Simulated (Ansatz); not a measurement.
The system is Si.

```
CELL_PARAMETERS angstrom
2.62054 0.00000 0.00000
-1.31027 2.26946 0.00000
0.00000 0.00000 2.46635
ATOMIC_POSITIONS crystal
Si 0.00000 0.00000 0.00000
```

This isn't the form of Si at room conditions, which is diamond.

A run of Ansatz 0.2.0 on this cell left the log below. Logs are shortened: lines on timing, memory, paths and dates and some standing lists are left out, and cuts for length are marked.

```text
Warning: RAYON_NUM_THREADS=2 ignored (pool sized by the plan → 2); use --threads N
Engine: ansatz 0.2.0, aarch64-unknown-linux-gnu
Pseudopotentials: kind: paw
Pseudopotential: Si, paw, valence charge 4, recommended cutoff 420 eV (normal), Si.paw.azcp
Functional definition: PBE
  parameter kappa = 0.804
  parameter beta = 0.06672455060314922
  exchange = pbe_x(kappa = kappa, mu = beta*pi^2/3)
  correlation = pbe_c(beta = beta)
Crystal: 1 atoms, lattice volume = 14.668 Å³
Basis set: ecut = 420 eV, 279 PW (Γ), exchange–correlation on 36×36×36 points (8 copies of the dense FFT grid, shifted against one another)
Bands: 6, of which v1, the nominal top of the filled ones, is band 2 counted from 1 (1 counted from 0)
Symmetry: 24 space group operations
Space group: P6/mmm (ITA 191), of the structure as read, at distance tolerance 2.4e-5 Å
k-points: 114 of 1584
Non-local potential: Si, projectors of the file, l = 0: 2, l = 1: 2, l = 2: 2
PAW form: soft (Blöchl's): semilocal exchange-correlation on the pseudo side does not see the compensation charge
PAW one-centre angular grid: Si, 110 points (default); XC on 64 Gauss nodes
Initial density: superposition of atomic densities (neutral atoms: chi_scale 0, normalization atom), corrected by the library's trained network
Initial wavefunctions: pseudopotential atomic-orbital guess
Functional: x = pbe(κ = 0.804, μ = 0.2195149727645171), c = pbe(β = 0.06672455060314922)
SCF iter   1: F=—  HF=-635.505943 eV  |F-HF|=—  |Δ(HF+E_count)|=         —  Δρ=1.86e-3  dr2=4.26e-4  ethr=1.77e-3  ⟨swp⟩=5.9  Hψ=6675  notcnv=0
preconditioner: auto → none  [insulator: Δε(μ)=0.056 eV  Ē_g=13.905 eV  σ=0.016 eV  W_gap=0.54  n_scr=0 (ndim 8)  ℏωp=19.4 eV  f_vac=0.000  D(μ)=1.06/eV (n_scr^D=8)  ε∞_Penn≈2.9]
SCF iter   2: F=—  HF=-635.505893 eV  |F-HF|=—  |Δ(HF+E_count)|=   5.00e-5  Δρ=6.89e-4  dr2=4.51e-5  ethr=1.07e-5  ⟨swp⟩=2.2  Hψ=1829  notcnv=0
SCF iter   3: F=—  HF=-635.505883 eV  |F-HF|=—  |Δ(HF+E_count)|=   9.52e-6  Δρ=1.26e-4  dr2=1.14e-6  ethr=1.13e-6  ⟨swp⟩=1.5  Hψ=770  notcnv=0
iter 4 did not close the SCF: its close was put off for the readings that it lacked (scf_convergence_deferred on its scf_iter line)
SCF iter   4: F=-635.505884 eV  HF=-635.505884 eV  |F-HF|=1.35e-8  |Δ(HF+E_count)|=   8.10e-7  Δρ=1.38e-5  dr2=2.88e-8  ethr=2.86e-8  ⟨swp⟩=2.0  Hψ=877  notcnv=0
iter 5 did not close the SCF: its close was put off for the readings that it lacked (scf_convergence_deferred on its scf_iter line)
SCF iter   5: F=-635.505884 eV  HF=-635.505884 eV  |F-HF|=1.31e-9  |Δ(HF+E_count)|=   9.84e-9  Δρ=4.41e-6  dr2=2.87e-9  ethr=7.20e-10  ⟨swp⟩=1.1  Hψ=677  notcnv=0
SCF iter   6: F=-635.505884 eV  HF=-635.505884 eV  |F-HF|=2.39e-12  |Δ(HF+E_count)|=   1.09e-9  Δρ=2.14e-7  dr2=6.65e-12  ethr=7.16e-11  ⟨swp⟩=1.9  Hψ=2141  notcnv=0
SCF 1 converged in 6 iterations: F = -635.505884 eV  dr2 = 6.65e-12
  greatest PAW one-centre occupation: 0.650 electrons in one spin orbital (limit 2), on the Si atom at site 0 (counted from 0), in its partial waves of l = 0
SCF converged after 6 iterations
Free energy (F): -635.505884 eV
Harris-Foulkes:  -635.505884 eV  (|F-HF|=2.39e-12)
Internal energy: -635.505748 eV  (E = F + TS)
E sigma→0 (E₀):  -635.505816 eV
Entropy (-TS):   -0.000136 eV (-0.136 meV/atom)
Fermi energy:    10.203259 eV
--- Per-component energies (eV) ---
  E_band       = 18.553383
  E_kinetic    = 41.596781
  E_local      = -0.504146  (includes V_loc(G=0)·N_el)
  E_nonlocal   = 25.494902
  E_hartree    = 1.039720
  E_xc         = -56.059419
  E_vxc        = -47.930065  (∫ρ·V_xc dr)
  E_paw        = -512.456825  (= ΣΔE_a)
  E_vpaw       = -2.183541  (= ΣTr[D̂ρ^β])
  E_aug_tail   = 0.000006  (compensation charges beyond the density's cutoff)
  E_ewald      = -134.616768
  E_smearing   = -0.000136  (= −TS)
  E_closure    = 0.000000  (closes the sum)
  Σ components = -635.505884   (vs F -635.505884, Δ=0.00e0)
--- Forces (eV/Å), atoms counted from 1 ---
  atom   1  Si     0.00000000     0.00000000     0.00000000
  max |Σ_I F_I| component: 5.14e-34 eV/Å
--- Stress (GPa, compression-positive) ---
        1.317559       0.000000       0.000000
        0.000000       1.317559       0.000000
        0.000000       0.000000       6.581988
  P = ⅓ Tr σ = 3.0724 GPa (30.724 kbar)
--- Band table (eV; the first three rows and the last of 114) ---
  k-point 0: bands = ["-3.8950", "17.7452", "18.2503", "20.6220", "20.6220", "22.5048"]
  k-point 1: bands = ["-3.7014", "14.6227", "20.7731", "20.7731", "21.2852", "22.6592"]
  k-point 2: bands = ["-3.1236", "11.3844", "21.2249", "21.2249", "23.1073", "23.1073"]
  k-point 113: bands = ["8.8569", "9.2736", "9.2736", "11.7310", "14.3245", "14.3245"]
```

Question: Write the input and the command behind it.

Answer: Single point with PBE, no spin polarisation. The files as run (others can give the same):

input.yaml
```yaml
crystal:
  lattice:
    - [2.6205428149, 0.0, 0.0]
    - [-1.3102714075, 2.2694566494, 0.0]
    - [0.0, 0.0, 2.46635439]
  atoms:
    - { symbol: Si, position: [0.0, 0.0, 0.0] }
hamiltonian:
  xc: pbe
  pseudopotentials: { kind: paw }
kpoints:
  mp_grid: { grid: [12, 12, 11] }
scf:
  occupations: { method: gaussian, width: 0.016 }
output:
  forces: true
  stress: true
  eigenvalues: true
```

Potentials or basis: Ansatz PAW.
The run is started by
```console
$ ansatz run input.yaml --threads 2 --pin off --max-ram 5632MiB --backend cpu --events-out ev --progress --plain --runs-dir out
```
